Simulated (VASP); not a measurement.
Input:

```
CELL_PARAMETERS angstrom
      0.00000     3.05000     3.05000
      3.05000     0.00000     3.05000
      3.05000     3.05000     0.00000
ATOMIC_POSITIONS crystal
  Zn 0.00000 0.00000 0.00000
  Te 0.25000 0.25000 0.25000
```

Level of theory: LDA (Ceperley-Alder, Perdew-Zunger), VASP's LDA PAW potentials (set 64) (plane waves; VASP). Settings: 520 eV cut-off, 7×7×7 Γ-centred mesh, Gaussian smearing of 0.050 eV, potentials Zn Te.

Energy and stress use the plane-wave basis of the starting cell.

**Question.** The ions, cell shape and volume are relaxed. What does this cell relax into?

**Answer.** 
```
CELL_PARAMETERS angstrom
      0.00000     3.00176     3.00176
      3.00176     0.00000     3.00176
      3.00176     3.00176     0.00000
ATOMIC_POSITIONS crystal
  Zn 0.00000 0.00000 0.00000
  Te 0.25000 0.25000 0.25000
```
Space group F-43m (216), at a tolerance of 0.03 Å.

**Question.** How do energy and volume change from the first to the last step?

**Answer.** The energy (σ→0) changes by -10.3 meV/atom and the volume by -4.7 %, in 3 ionic steps.

The compound is ZnTe in the zinc blende structure. This run relaxes it. Symmetry was kept, so distortions that lower it aren't found.
